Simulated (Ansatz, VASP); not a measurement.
## Two plane-wave programs on SnSe3

```
Sn Se
1.0
     4.52471    0.00000    0.00000
     0.00000    4.52471    0.00000
     0.00000    0.00000    4.52471
Sn Se
1 3
Direct
  0.00000 0.00000 0.00000
  0.00000 0.50000 0.50000
  0.50000 0.00000 0.50000
  0.50000 0.50000 0.00000
```

Alike in both runs: functional PBE; k mesh 10 × 10 × 10; occupations gaussian, width 0.1 eV; no spin polarisation.

Ansatz relaxed the structure, and its values are those at the end. VASP's run is a single point on that final structure, the one shown.

|  | VASP | Ansatz |
| --- | --- | --- |
| version | VASP 6.6.1 | Ansatz 0.2.0 |
| potentials or method | VASP PAW PBE potentials, release 64 (Sn_d, Se) | scalar-relativistic, plane waves, PAW |
| plane-wave cutoff (eV) | 520 | 420 |
| valence electrons in the cell | 32 | 62 |

```csv
,VASP,Ansatz,Ansatz less VASP
gap on the k mesh at the Fermi level (eV),none,none,-
pressure (GPa),0.0,0.0,0.00
```

A gap of «none» marks a metal or a gap that the smearing closes. The two sets of potentials don't hold the same shells in valence.
